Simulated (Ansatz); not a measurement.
## MnS under changes of volume

One of the cells (17.667 Å³/atom); the others are scaled copies at fixed shape and fractional positions:

```
CELL_PARAMETERS angstrom
0.00000 2.60450 2.60450
2.60450 0.00000 2.60450
2.60450 2.60450 0.00000
ATOMIC_POSITIONS crystal
Mn 0.00000 0.00000 0.00000
S 0.50000 0.50000 0.50000
```

```yaml
Program: Ansatz 0.2.0
Functional: r2SCAN
Dispersion: D4
Potentials_or_basis: Ansatz PAW
Cutoff: "500 eV (not typed: the program's choice for these potentials)"
k_mesh: 9 × 9 × 9
Occupations: fermi-dirac, width 0.05 eV
Spin: collinear spin, ferromagnetic start
Starting_moments: "[4.0, 0.0] μB"
```

```tsv
volume (Å³/atom)	energy over the lowest point (meV/atom)	pressure (GPa)	moment (μB per cell)
16.607	?	?	?
16.961	4.12	2.3	4.92
17.314	0.52	0.8	4.96
17.667	0.00	-0.7	4.98
18.021	3.08	-2.2	4.99
18.374	9.46	-3.6	4.99
18.727	18.82	-5.0	5.00
```

Question: What does the run at 16.607 Å³/atom give?

Answer: Energy over the lowest point 10.60 meV/atom; pressure 3.8 GPa; moment 4.88 μB per cell.

Worked out: A Birch-Murnaghan fit of order 3 (a polynomial in V^(-2/3)) to the other rows has its minimum at 17.53 Å³/atom with B0 = V·E''(V) = 76 GPa (rough, since the energies scatter). It gives 11.31 meV/atom at 16.607 Å³/atom, against the run's 10.60, and -dE/dV = 4.0 GPa, against 3.8. A parabola through the other rows of the moment, of slope 0.122 μB per Å³/atom there, extrapolates to 4.88 μB, against the run's 4.88.

Energies are extrapolated to zero smearing.

Caveats: the magnetic or orbital state may not be the lowest; a cell with one magnetic atom can't hold antiferromagnetic order, which such compounds often take; the PAW data sets come from PBE, with cores solved anew for the run's functional, which leaves a small shift of forces and pressure; pairwise dispersion overbinds metals, which lowers pressure and volume (some runs).
